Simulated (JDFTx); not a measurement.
Bi under changes of volume

One of the cells (31.117 Å³/atom); the others are scaled copies at fixed shape and fractional positions:

```xyz
1
Lattice="-1.9814 1.9814 1.9814 1.9814 -1.9814 1.9814 1.9814 1.9814 -1.9814" Properties=species:S:1:pos:R:3 pbc="T T T"
Bi    0.0000    0.0000    0.0000
```

This isn't the form of Bi at room conditions, which is rhombohedral.

| Property | Result |
| --- | --- |
| Program | JDFTx 1.7.0 (patched build) |
| Functional | LDA |
| Potentials or basis | PseudoDojo-SR-LDA-0.4.1-standard |
| Cutoff | 952 eV |
| Density cutoff | 3810 eV |
| k mesh | 9 × 9 × 9 |
| Occupations | fermi-dirac, width 0.05 eV |
| Spin | no spin polarisation |

| volume (Å³/atom) | energy over the lowest point (meV/atom) | pressure (GPa) |
| --- | --- | --- |
| 29.250 | 0.00 | 0.3 |
| 29.872 | 1.31 | -1.0 |
| 30.495 | ? | ? |
| 31.117 | 18.34 | -3.3 |
| 31.739 | 32.99 | -4.2 |
| 32.362 | 51.02 | -5.0 |
| 32.984 | 71.96 | -5.7 |

**Question.** What does the run at 30.495 Å³/atom give?

**Answer.** Energy over the lowest point 7.60 meV/atom; pressure -2.2 GPa.

Worked out: A Birch-Murnaghan fit of order 3 (a polynomial in V^(-2/3)) to the other rows has its minimum at 29.41 Å³/atom with B0 = V·E''(V) = 68 GPa and B' = 5.2. It gives 7.63 meV/atom at 30.495 Å³/atom, against the run's 7.60, and -dE/dV = -2.2 GPa, against -2.2.

Energies are extrapolated to zero smearing.
